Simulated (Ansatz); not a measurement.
Runs of Ansatz 0.2.0 on Ca. Symmetry: Fm-3m, No. 225, cubic system. Conventional cell: a = 5.588 Å, b = 5.588 Å, c = 5.588 Å, α = 90.00°, β = 90.00°, γ = 90.00°. Around Ca (site symmetry m-3m) lie 12 Ca at 3.95 Å. 

| task | level | cell | cutoff (eV) | gap on the mesh (eV) | pressure (GPa) | relaxed volume (Å³/atom) |
| --- | --- | --- | --- | --- | --- | --- |
| relaxation of cell and atoms | PBE+D3(BJ) | relaxed | - | - | 0.0 | 40.12 |
| relaxation of cell and atoms | PBE | relaxed | - | - | 0.0 | 42.13 |
| single point | PBE | strain = -0.01 | 80 | none | -0.4 | - |
| relaxation of cell and atoms | PBE | relaxed to 20 GPa | - | - | 20.0 | - |
| single point | PBE | strain = -0.04 | 84 | none | 0.1 | - |
| single point | PBE | strain = 0.04 | 79 | none | -1.1 | - |
| relaxation of cell and atoms | PBE | relaxed to 10 GPa | - | - | 10.0 | - |
| single point | PBE | strain = 0.0 | 79 | none | (a) | - |
| relaxation of cell and atoms | PBE+D4 | relaxed | - | - | 0.0 | (b) |
| relaxation of cell and atoms | PBE | relaxed to 5 GPa | - | - | 5.0 | - |
| single point | PBE | strain = -0.02 | 81 | none | (c) | - |

Alike in all rows: potentials or basis all-electron LAPW, scalar-relativistic; no spin polarisation; k mesh 8 × 8 × 8; smearing fermi-dirac 0.05 eV; basis error allowed 0.001 eV/atom.

**Question.** Fill in the values left out.

**Answer.** (a) -0.6; (b) 41.84; (c) -0.2.

Caveats: the volume moved by over 15 % at a fixed basis, so the end points are rough (some runs).

A gap of «none» marks a metal or a gap under the smearing width.
